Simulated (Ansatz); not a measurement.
## Squeezing and stretching InAs

Reference cell: a COD entry, whose atoms a relaxation with PBE at fixed cell left in place.

```yaml
crystal:
  lattice:
    - [0.00000, 3.02900, 3.02900]
    - [3.02900, 0.00000, 3.02900]
    - [3.02900, 3.02900, 0.00000]
  atoms:
    - { symbol: In, position: [0.00000, 0.00000, 0.00000] }
    - { symbol: As, position: [0.25000, 0.25000, 0.25000] }
```

Sites (sets of like atoms) are named by element and the number of their first atom in this list.

The numbers come from a DFT calculation in Ansatz (PBE, plane waves and PAW, scalar-relativistic, 420 eV cutoff, Γ-centred 13×13×13 k-points, Fermi–Dirac smearing 0.05 eV).

The cell is scaled uniformly, and the ions relax again at each size.

| V/V₀ | pressure (GPa) |
| --- | --- |
| 0.94 | 8.1 |
| 0.96 | 6.4 |
| 0.98 | ? |
| 1.00 | 3.5 |
| 1.02 | 2.3 |
| 1.04 | 1.2 |
| 1.06 | 0.2 |

Task: Estimate the row at V/V₀ = 0.98 and the bulk modulus.

Result: pressure (GPa): 4.9. Worked: a parabola in ln(V/V₀) through the other 6 rows gives 4.9 GPa there. It crosses zero pressure at V/V₀ = 1.065, the equilibrium volume of this functional, where the bulk modulus is B = −dP/d ln V = 47 GPa.
